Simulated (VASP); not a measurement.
A run of VASP 6.6.1 is set up as follows.

POSCAR

```
CaF2
1.0
    0.0000000000      2.7580259700      2.7580259700
    2.7580259700      0.0000000000      2.7580259700
    2.7580259700      2.7580259700      0.0000000000
Ca F
1 2
Direct
    0.0000000000      0.0000000000      0.0000000000
    0.7500000000      0.7500000000      0.7500000000
    0.2500000000      0.2500000000      0.2500000000
```

INCAR.step1

```
ALGO = Normal
EDIFF = 1E-4
ENCUT = 520
GGA = PE
ISMEAR = 0
LASPH = T
LCHARG = F
LREAL = F
LWAVE = T
NBANDS = 19
NELM = 100
PREC = Accurate
SIGMA = 0.1
```

Contents of INCAR.step2:

```
ALGO = Normal
EDIFF = 1E-6
ENCUT = 520
ISIF = 2
ISMEAR = 0
ISTART = 1
LASPH = T
LCHARG = F
LMIXTAU = T
LREAL = F
LWAVE = F
METAGGA = R2SCAN
NBANDS = 19
NELM = 100
PREC = Accurate
SIGMA = 0.1
```

File KPOINTS:

```
k-points
0
Gamma
  6 6 6
```

Potentials or basis: VASP PAW PBE potentials, release 64 (Ca_sv, F).

Run with:

```console
$ cat potpaw_PBE.64/Ca_sv/POTCAR potpaw_PBE.64/F/POTCAR > POTCAR
$ cp INCAR.step1 INCAR
$ mpirun -np 1 vasp_std > vasp.out
$ cp INCAR.step2 INCAR
$ mpirun -np 1 vasp_std > vasp.out
```

Q: What does it give for the pressure?

A: -3.0 GPa.

Q: Predict the band gap on the k mesh.

A: 7.77 eV, indirect (least direct gap 8.03 eV).

Caveat: the PAW data sets were made with another functional, which shifts forces and pressure a little. A k mesh can miss the band edges.
